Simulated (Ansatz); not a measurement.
# Ge21H8: the cost of one run

Program: Ansatz 0.2.0. Level of theory: DFT PBEsol, plane waves, PAW, scalar-relativistic, no spin polarisation. These are calculated values, not measurements.

## (1) The starting structure

The cell holds 29 atoms (Ge21H8): a = 8.004 Å, b = 8.004 Å, c = 18.514 Å, α = 90.00°, β = 90.00°, γ = 90.00°.

The coordinates stand in the first input below.

## (2) Relaxing end A

Contents of input.yaml:

```yaml
crystal:
  lattice:
    - [8.004449, 0.0, 0.0]
    - [0.0, 8.004449, 0.0]
    - [0.0, 0.0, 18.51435]
  atoms:
    - { symbol: H, position: [0.4080121, 0.0, 0.0540122] }
    - { symbol: H, position: [0.0919879, 0.0, 0.0540122] }
    - { symbol: H, position: [0.9080121, 0.0, 0.0540122] }
    - { symbol: H, position: [0.5919879, 0.0, 0.0540122] }
    - { symbol: H, position: [0.4080121, 0.5, 0.0540122] }
    - { symbol: H, position: [0.0919879, 0.5, 0.0540122] }
    - { symbol: H, position: [0.9080121, 0.5, 0.0540122] }
    - { symbol: H, position: [0.5919879, 0.5, 0.0540122] }
    - { symbol: Ge, position: [0.25, 0.0, 0.1023179] }
    - { symbol: Ge, position: [0.75, 0.0, 0.1023179] }
    - { symbol: Ge, position: [0.25, 0.5, 0.1023179] }
    - { symbol: Ge, position: [0.75, 0.5, 0.1023179] }
    - { symbol: Ge, position: [0.25, 0.25, 0.1787451] }
    - { symbol: Ge, position: [0.75, 0.25, 0.1787451] }
    - { symbol: Ge, position: [0.25, 0.75, 0.1787451] }
    - { symbol: Ge, position: [0.75, 0.75, 0.1787451] }
    - { symbol: Ge, position: [0.0, 0.25, 0.2551723] }
    - { symbol: Ge, position: [0.5, 0.25, 0.2551723] }
    - { symbol: Ge, position: [0.0, 0.75, 0.2551723] }
    - { symbol: Ge, position: [0.5, 0.75, 0.2551723] }
    - { symbol: Ge, position: [0.0, 0.0, 0.3315995] }
    - { symbol: Ge, position: [0.5, 0.0, 0.3315995] }
    - { symbol: Ge, position: [0.0, 0.5, 0.3315995] }
    - { symbol: Ge, position: [0.5, 0.5, 0.3315995] }
    - { symbol: Ge, position: [0.25, 0.0969069, 0.4058663] }
    - { symbol: Ge, position: [0.75, 0.0969069, 0.4058663] }
    - { symbol: Ge, position: [0.25, 0.4030931, 0.3864219] }
    - { symbol: Ge, position: [0.75, 0.4030931, 0.3864219] }
    - { symbol: Ge, position: [0.9019618, 0.6334617, 0.4458353] }
basis:
  ecutwfc: 420.0
kpoints:
  mp_grid: { grid: [2, 2, 1] }
hamiltonian:
  xc: pbesol
  pseudopotentials: { kind: paw, azcp: { folder: soft_1 } }
scf:
  occupations: { method: fermi_dirac, width: 0.02 }
  lower_state_search: "off"
relax:
  f_tol: 0.03
  max_steps: 60
  adjacent_minimum: "off"
  constraints: [{ sites: [0, 1, 2, 3, 4, 5, 6, 7, 8, 9, 10, 11] }]
```

Started as:

```console
$ ansatz run input.yaml --threads 4 --pin off --max-ram 10240MiB --backend cpu --events-out ev --progress --plain --runs-dir out
```

What time and memory should one allow on 4 threads of Arm Neoverse V1, shared host?

About 2.2 min, with a peak of 3.7 GiB.
